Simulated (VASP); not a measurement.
Cd, 2 atoms in the cell. Symmetry: P6_3/mmc, No. 194, hexagonal system. Conventional cell: a = 2.979 Å, b = 2.979 Å, c = 5.618 Å, α = 90.00°, β = 90.00°, γ = 120.00°. Cd (site symmetry -6m2) is surrounded by 12 Cd at 2.98 to 3.29 Å. 

```yaml
Program: VASP 6.6.1
Task: single point
Functional: PBE
Potentials_or_basis: VASP PAW PBE potentials, release 64 (Cd_GW)
Cutoff: 550 eV
k_mesh: 10 × 10 × 5
Occupations: gaussian, width 0.05 eV
Spin: no spin polarisation
Further_INCAR_settings: ALGO = Fast; EDIFF = 1e-06
```

Potentials or basis: VASP PAW PBE potentials, release 64 (Cd_GW).

Launch:

```sh
$ cat potpaw_PBE.64/Cd_GW/POTCAR > POTCAR
$ mpirun -np 1 vasp_std > vasp.out
```

Hardware: 1 thread of AMD EPYC 9R45 (Zen 5), on a shared host.

Question: How long does it take, and how much memory?

Answer: Run time: 22 s on 1 thread of AMD EPYC 9R45 (Zen 5), on a shared host, peak memory 0.16 GiB. Counts: scf iterations 13, k points 42.
